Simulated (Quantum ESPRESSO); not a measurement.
V under changes of volume

One of the cells (13.891 Å³/atom); the others are scaled copies at fixed shape and fractional positions:

```
V
1.0
    -1.51435    1.51435    1.51435
     1.51435   -1.51435    1.51435
     1.51435    1.51435   -1.51435
V
1
Direct
  0.00000 0.00000 0.00000
```

```yaml
Program: Quantum ESPRESSO 7.5
Functional: PBEsol
Potentials_or_basis: GBRV 1.5 PBEsol
Cutoff: 612 eV
Density_cutoff: 4898 eV
k_mesh: 12 × 12 × 12
Occupations: fermi-dirac, width 0.05 eV
Spin: collinear spin, ferromagnetic start
Starting_moments: "[2.0] μB"
```

| volume (Å³/atom) | energy over the lowest point (meV/atom) | pressure (GPa) |
| --- | --- | --- |
| 13.058 | 0.00 | -1.9 |
| 13.336 | 6.57 | -5.7 |
| 13.613 | ? | ? |
| 13.891 | 37.77 | -12.2 |
| 14.169 | 61.40 | -15.0 |
| 14.447 | 89.73 | -17.5 |
| 14.725 | 122.28 | -19.8 |

Problem. What does the run at 13.613 Å³/atom give?

Solution. Energy over the lowest point 19.33 meV/atom; pressure -9.1 GPa.

Worked out: A Birch-Murnaghan fit of order 3 (a polynomial in V^(-2/3)) to the other rows has its minimum at 12.93 Å³/atom, just outside them, with B0 = V·E''(V) = 193 GPa and B' = 3.5. It gives 19.31 meV/atom at 13.613 Å³/atom, against the run's 19.33, and -dE/dV = -9.1 GPa, against -9.1.

Energies are extrapolated to zero smearing.
